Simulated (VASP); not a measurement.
Input of a VASP 6.6.1 run:

Contents of INCAR:

```
  PREC = Accurate
  ENCUT = 520
  EDIFF = 1E-6
  ISMEAR = 0
  SIGMA = 0.1
  LREAL = False
  LASPH = True
  NELM = 100
  ALGO = Normal
  ISIF = 2
  LWAVE = False
  LCHARG = False
  GGA = PS
  NBANDS = 22
```

Contents of KPOINTS:

```
Automatic mesh
0
Gamma
  6 6 4
```

POSCAR

```
Hf
1.0
    4.1083145766      0.0000000000      0.0000000000
   -2.0541572884      3.5579047901      0.0000000000
    0.0000000000      0.0000000000      4.6610204125
Hf
3
Direct
    0.2254000000      0.0000000000      0.3333333333
    0.0000000000      0.2254000000      0.6666666667
    0.7746000000      0.7746000000      0.0000000000
```

Potentials or basis: VASP PAW PBE potentials, release 64 (Hf_pv).

Launch:

```bash
$ cat potpaw_PBE.64/Hf_pv/POTCAR > POTCAR
$ mpirun -np 1 vasp_std > vasp.out
```

(1) What does it give for the band gap on the k mesh?

(2) Estimate the largest force.

Answers

(1) none (metal or under the smearing width).

(2) 6.993 eV/Å.

Caveat: the potentials were made for another functional, which shifts forces and pressure.
